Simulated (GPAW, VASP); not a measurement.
This is a calculation of Ag (Silver) for VASP 6.6.1. 

INCAR

```
SYSTEM = Ag
PREC = Accurate
ENCUT = 520
EDIFF = 1E-6
ISMEAR = 0
SIGMA = 0.016
LREAL = .False.
LASPH = .True.
NELM = 100
ALGO = Normal
ISIF = 2
LWAVE = .False.
LCHARG = .False.
GGA = PE
```

Contents of KPOINTS:

```
regular mesh
0
Gamma
  11 11 11
  0 0 0
```

The input POSCAR:

```
Ag
1.0
    0.0000000000      2.0427500000      2.0427500000
    2.0427500000      0.0000000000      2.0427500000
    2.0427500000      2.0427500000      0.0000000000
Ag
1
Direct
    0.0000000000      0.0000000000      0.0000000000
```

Potentials or basis: VASP PAW PBE potentials, release 64 (Ag).

Command:

```sh
$ cat potpaw_PBE.64/Ag/POTCAR > POTCAR
$ mpirun -np 1 vasp_std > vasp.out
```

Q: What does the same run look like in GPAW 26.7.0 (ASE script)? Potentials or basis there: GPAW PAW data sets (gpaw-data 1.2.1), cutoff 600 eV.

A: As run (cutoffs and basis follow the program's own potentials, and thresholds, step limits or extra output files can differ):

run.py

```python
from ase.dft.bandgap import bandgap
from ase.io import read, write
from ase.units import GPa
from gpaw import GPAW, PW

atoms = read('Ag.xyz')

calc = GPAW(mode=PW(600),
            xc='PBE',
            kpts={'size': (11, 11, 11), 'gamma': True},
            occupations={'name': 'methfessel-paxton', 'order': 0, 'width': 0.016},
            nbands=18,
            convergence={'density': 1e-05, 'energy': 1e-05},
            maxiter=150,
            txt='gpaw.txt')
atoms.calc = calc
energy = atoms.get_potential_energy()
forces = atoms.get_forces()
stress = atoms.get_stress()
calc.write('gs.gpw')
write('result.traj', atoms)
print(f'Energy: {energy:.6f} eV')
print('Forces (eV/A):')
print(forces.round(4))
print('Stress (GPa):', (stress / GPa).round(3))
print('Fermi level:', round(calc.get_fermi_level(), 4), 'eV')
print(f'Gap: {bandgap(calc)[0]:.4f} eV, direct: {bandgap(calc, direct=True)[0]:.4f} eV')
```

File Ag.xyz:

```xyz
1
Lattice="0.0000000000 2.0427500000 2.0427500000 2.0427500000 0.0000000000 2.0427500000 2.0427500000 2.0427500000 0.0000000000" Properties=species:S:1:pos:R:3 pbc="T T T"
Ag     0.0000000000      0.0000000000      0.0000000000
```

Potentials or basis: GPAW PAW data sets (gpaw-data 1.2.1), pw.

The run is started by

```bash
$ OMP_NUM_THREADS=1 python run.py
```

Both were run:

|  | VASP | GPAW |
| --- | --- | --- |
| Pressure | 4.1 GPa | 4.2 GPa |

The potentials hold 11 and 17 valence electrons a cell.

Pressure is positive in compression.
